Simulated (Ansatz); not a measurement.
The geometry is COD entry 9007660, unchecked; take it as a test cell. The listed cell was then made from it by scaling, straining or moving an atom.

MoS2: DFT, PBE, all-electron PAW with datasets made for the crystal, scalar-relativistic (Ansatz 0.2.0). What sets it apart from a plain run of this crystal: zz strain of +3 %.

Command: `ansatz run input.yaml --threads 2 --pin off --max-ram 6144MiB --backend cpu --events-out ev --progress --plain --runs-dir out` The run took 12 s on 2 threads of Arm Neoverse V1, on a shared host, peak memory 0.72 GiB.

```yaml
crystal:
  lattice:
    - [3.1610016016, 0.0, 0.0]
    - [-1.5805008008, 2.7375076884, 0.0]
    - [0.0, 0.0, 12.66385]
  atoms:
    - { symbol: Mo, position: [0.3333333333, 0.6666666667, 0.25] }
    - { symbol: Mo, position: [0.6666666667, 0.3333333333, 0.75] }
    - { symbol: S, position: [0.3333333333, 0.6666666667, 0.6275] }
    - { symbol: S, position: [0.6666666667, 0.3333333333, 0.1275] }
    - { symbol: S, position: [0.3333333333, 0.6666666667, 0.8725] }
    - { symbol: S, position: [0.6666666667, 0.3333333333, 0.3725] }
kpoints:
  mp_grid: { grid: [10, 10, 3] }
scf:
  occupations: { method: fermi_dirac, width: 0.03 }
hamiltonian:
  xc: pbe
  pseudopotentials: { kind: all_electron, datasets: crystal }
output:
  forces: true
  stress: true
  eigenvalues: true
  efg: { contact_densities: true }
```

Output (standing set-up lines are left out):

```
hamiltonian.pseudopotentials.datasets: crystal makes datasets for this crystal and solves the spheres of its atoms anew in each pass: cutoff 280.0 eV, the density's 1120.0 eV; for an error of 0.50 meV an atom under PBE, 3.0 meV for the cell; an energy difference from a run of another recipe may be off by several times the error for the cell, under r2SCAN by more, where some 0.1 meV an atom stays at smaller errors; S in spheres of 1.080 Å, 6 of its electrons in bands; Mo in spheres of 1.312 Å, 14 of its electrons in bands
Pseudopotential: Mo, paw, valence charge 14, recommended cutoff 280 eV (normal), Koelling and Harmon's equation, gaussian nucleus
Pseudopotential: S, paw, valence charge 6, recommended cutoff 280 eV (normal), Koelling and Harmon's equation, gaussian nucleus
Crystal: 6 atoms, lattice volume = 109.584 Å³
Basis set: ecut = 280 eV, 1205 PW (Γ), exchange–correlation on 36×36×144 points (8 copies of the dense FFT grid, shifted against one another)
Space group: P63/mmc (ITA 194), of the structure as read, at distance tolerance 4.8e-5 Å
PAW one-centre angular grid: Mo, 590 points (default); XC on its mesh's 1867 points in the sphere
PAW one-centre angular grid: S, 110 points (default); XC on its mesh's 1909 points in the sphere
iter 1 solved again at ethr=2.84e-2 eV; its pass at ethr=1.00e-1 eV (dr2=1.48e1 eV) is discarded
SCF iter   1: F=—  HF=-263814.656366 eV  |F-HF|=—  |Δ(HF+E_count)|=         —  Δρ=9.53e-2  dr2=1.50e1  ethr=2.84e-2  ⟨swp⟩=2.0  Hψ=5400  notcnv=0
preconditioner: auto → Resta (q_TF=auto, 2.410 Å⁻¹)  ε∞=5.4  [insulator: Δε(μ)=1.006 eV  Ē_g=10.138 eV  σ=0.030 eV  W_gap=1.00  n_scr=26 (ndim 8)  ℏωp=21.3 eV  f_vac=0.008  D(μ)=0.00/eV (n_scr^D=0)  ε∞_Penn≈5.4]
SCF iter   2: F=—  HF=-263811.910753 eV  |F-HF|=—  |Δ(HF+E_count)|=    2.75e0  Δρ=2.64e-2  dr2=1.53e0  ethr=2.84e-2  ⟨swp⟩=3.0  Hψ=2362  notcnv=0
SCF iter   3: F=—  HF=-263811.704739 eV  |F-HF|=—  |Δ(HF+E_count)|=   2.06e-1  Δρ=1.48e-2  dr2=2.96e-1  ethr=2.94e-3  ⟨swp⟩=3.2  Hψ=2194  notcnv=0  defer=3
SCF iter   4: F=—  HF=-263811.665953 eV  |F-HF|=—  |Δ(HF+E_count)|=   3.88e-2  Δρ=4.71e-3  dr2=3.58e-2  ethr=5.70e-4  ⟨swp⟩=4.0  Hψ=3180  notcnv=0  defer=9
SCF iter   5: F=—  HF=-263811.669005 eV  |F-HF|=—  |Δ(HF+E_count)|=   3.05e-3  Δρ=1.65e-3  dr2=4.25e-3  ethr=6.88e-5  ⟨swp⟩=3.7  Hψ=2193  notcnv=0  defer=11
iter 6 solved again at ethr=4.80e-7 eV; its pass at ethr=8.17e-6 eV (dr2=2.50e-4 eV) is discarded
SCF iter   6: F=—  HF=-263811.669121 eV  |F-HF|=—  |Δ(HF+E_count)|=   1.16e-4  Δρ=3.86e-4  dr2=2.39e-4  ethr=4.80e-7  ⟨swp⟩=2.7  Hψ=4615  notcnv=0  defer=8
SCF iter   7: F=—  HF=-263811.669335 eV  |F-HF|=—  |Δ(HF+E_count)|=   2.14e-4  Δρ=1.04e-4  dr2=1.84e-5  ethr=4.60e-7  ⟨swp⟩=3.2  Hψ=2062  notcnv=0  defer=6
SCF iter   8: F=—  HF=-263811.669369 eV  |F-HF|=—  |Δ(HF+E_count)|=   3.38e-5  Δρ=2.78e-5  dr2=1.33e-6  ethr=3.54e-8  ⟨swp⟩=3.2  Hψ=2232  notcnv=0  defer=5
SCF iter   9: F=—  HF=-263811.669372 eV  |F-HF|=—  |Δ(HF+E_count)|=   3.07e-6  Δρ=1.13e-5  dr2=3.02e-7  ethr=2.55e-9  ⟨swp⟩=3.3  Hψ=2157  notcnv=0  defer=4
SCF iter  10: F=-263811.669372 eV  HF=-263811.669372 eV  |F-HF|=4.60e-9  |Δ(HF+E_count)|=   7.99e-8  Δρ=2.63e-6  dr2=1.01e-8  ethr=5.81e-10  ⟨swp⟩=3.2  Hψ=1929  notcnv=0  defer=5
SCF 1 converged in 10 iterations: F = -263811.669356 eV  dr2 = 1.01e-8
  Residual-converged pass: ⟨swp⟩=3.4  Hψ=2273  notcnv=0  max |occ|·‖R‖ = 6.6e-6 eV (tolerance 6.7e-6 eV)  dr2=1.11e-8  dr2_onsite=2.62e-9  max |Δocc| = 9.5e-14
  greatest PAW one-centre occupation: 0.996 electrons in one spin orbital (limit 2), on the Mo atom at site 1 (counted from 0), in its partial waves of l = 0
SCF converged after 10 iterations
Free energy (F): -263811.669356 eV
Harris-Foulkes:  -263811.669356 eV  (|F-HF|=4.60e-9)
Internal energy: -263811.669356 eV  (E = F + TS)
E sigma→0 (E₀):  -263811.669356 eV
Past the cutoff: the bands carry plane waves up to 1.75 times it, of which those up to 1.5 times it add -0.000256 eV an atom, each by itself; the spheres take 0.000145 eV an atom off the energy for waves past 1.75 times it
By the cutoff:   a pressure is off by up to 0.006 GPa (1.2 times the spheres' own share and the shells' term, over an atom's volume, and 0.004 GPa: a bound that held against runs at twice the plane waves)
Past the cutoffs: a stress includes 0.0009 GPa for waves and charges beyond them, in addition to the slope of what the spheres take
In the spheres:  the bands' charges fall short by 6.7e-8 e at most (sound up to 1e-3)
Fermi energy:    12.264876 eV
--- Per-component energies (eV) ---
  The terms above E_closure are by the made datasets' own strengths, without shells solved beside the bands.
--- Forces (eV/Å), atoms counted from 1 ---
  atom   1  Mo     0.00000000     0.00000000    -0.00000000
  atom   2  Mo    -0.00000000    -0.00000000     0.00000000
  atom   3  S     -0.00000000     0.00000000    -0.30551305
  atom   4  S     -0.00000000    -0.00000000    -0.30551305
  atom   5  S      0.00000000     0.00000000     0.30551305
  atom   6  S     -0.00000000    -0.00000000     0.30551305
  max |Σ_I F_I| component: 1.67e-16 eV/Å
--- Stress (GPa, compression-positive) ---
        3.405764       0.000000      -0.000000
        0.000000       3.405764       0.000000
       -0.000000       0.000000       4.388276
  P = ⅓ Tr σ = 3.7333 GPa (37.333 kbar)
--- PAW observables at the nuclei: V_zz in 10²¹ V/m², potentials from the cell's mean, atoms counted from 1 ---
  atom   1  Mo V_zz =    -7.850594   η = 0.0000   by run symmetry: allowed
            electrostatic potential = -6350.875717 V   contact ρ = 595309.383507 e/Å³
  atom   2  Mo V_zz =    -7.850594   η = 0.0000   by run symmetry: allowed
            electrostatic potential = -6350.875717 V   contact ρ = 595309.383507 e/Å³
  atom   3  S  V_zz =    -5.615002   η = 0.0000   by run symmetry: allowed
            electrostatic potential = -1636.187618 V   contact ρ = 19789.286557 e/Å³
  atom   4  S  V_zz =    -5.615002   η = 0.0000   by run symmetry: allowed
            electrostatic potential = -1636.187618 V   contact ρ = 19789.286557 e/Å³
  atom   5  S  V_zz =    -5.615002   η = 0.0000   by run symmetry: allowed
            electrostatic potential = -1636.187618 V   contact ρ = 19789.286557 e/Å³
  atom   6  S  V_zz =    -5.615002   η = 0.0000   by run symmetry: allowed
            electrostatic potential = -1636.187618 V   contact ρ = 19789.286557 e/Å³
--- Band table (eV; the first three rows and the last of 28) ---
  k-point 0: bands = ["-49.6825", "-49.6825", "-23.8374", "-23.8374", "-23.6090", "-23.6090", "-23.6090", "-23.6090", "-3.1475", "-2.9686", "-1.8561", "-1.5520", "5.0254", "5.8146", "8.4761", "8.4761", "8.4839", "8.4839", "8.5049", "9.6054", "9.6054", "9.6337", "9.6337", "10.4013", "10.7284", "11.7474", "13.9599", "13.9599", "13.9771", "13.9771", "14.1880", "14.1880", "14.3009"]
  k-point 1: bands = ["-49.6825", "-49.6825", "-23.8374", "-23.8374", "-23.6090", "-23.6090", "-23.6090", "-23.6090", "-3.1088", "-3.0206", "-1.7739", "-1.6230", "5.1901", "5.5749", "8.4781", "8.4781", "8.4820", "8.4820", "8.8895", "9.6125", "9.6125", "9.6266", "9.6266", "9.6996", "11.2442", "11.6254", "13.9620", "13.9620", "13.9701", "13.9701", "14.2188", "14.2188", "14.2747"]
  k-point 2: bands = ["-49.6786", "-49.6786", "-23.8296", "-23.8296", "-23.6485", "-23.6485", "-23.6179", "-23.6179", "-2.9952", "-2.8179", "-1.7886", "-1.4979", "5.1963", "5.9803", "8.1497", "8.1656", "8.1708", "8.6319", "8.6447", "9.0373", "9.3689", "9.4015", "9.7747", "10.6425", "10.7285", "11.4959", "13.7905", "13.8316", "13.8583", "14.0083", "14.0166", "14.1422", "14.2026"]
  k-point 27: bands = ["-49.6368", "-49.6368", "-23.9288", "-23.9288", "-23.8395", "-23.8395", "-23.7464", "-23.7464", "-0.9006", "-0.8846", "-0.8136", "-0.7978", "5.6736", "5.7251", "6.1925", "6.2509", "7.2290", "7.2675", "7.5128", "7.5931", "8.1251", "8.2725", "9.0295", "9.1693", "10.9733", "11.0298", "12.9867", "13.0144", "14.0478", "14.3928", "14.6219", "14.6792", "15.9752"]
```
